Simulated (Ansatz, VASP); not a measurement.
## KF: VASP beside Ansatz

```
CELL_PARAMETERS angstrom
0.00000 2.67350 2.60666
2.67350 0.00000 2.60666
2.67350 2.67350 0.00000
ATOMIC_POSITIONS crystal
K 0.00000 0.00000 0.00000
F 0.50000 0.50000 0.50000
```

Change from the starting cell: strain +0.000 along x and y, -0.025 along z, atoms carried along.

Alike in both runs: task single point; functional PBE; k mesh 8 × 8 × 8; occupations gaussian, width 0.05 eV; no spin polarisation.

|  | VASP | Ansatz |
| --- | --- | --- |
| version | VASP 6.6.1 | Ansatz 0.2.0 |
| potentials or method | VASP PAW PBE potentials, release 64 (K_sv, F) | scalar-relativistic, plane waves, PAW |
| plane-wave cutoff (eV) | 520 | 420 |
| valence electrons in the cell | 16 | 16 |

|  | VASP | Ansatz | Ansatz less VASP |
| --- | --- | --- | --- |
| gap on the k mesh at the Fermi level (eV) | 6.26 | 6.27 | +0.017 |
| least direct gap on the mesh (eV) | 6.26 | 6.27 | +0.017 |
| pressure (GPa) | 2.4 | 2.3 | -0.06 |
| largest component of the traceless stress (GPa) | 1.20 | 1.15 | -0.046 |

A k mesh can miss the band edges.
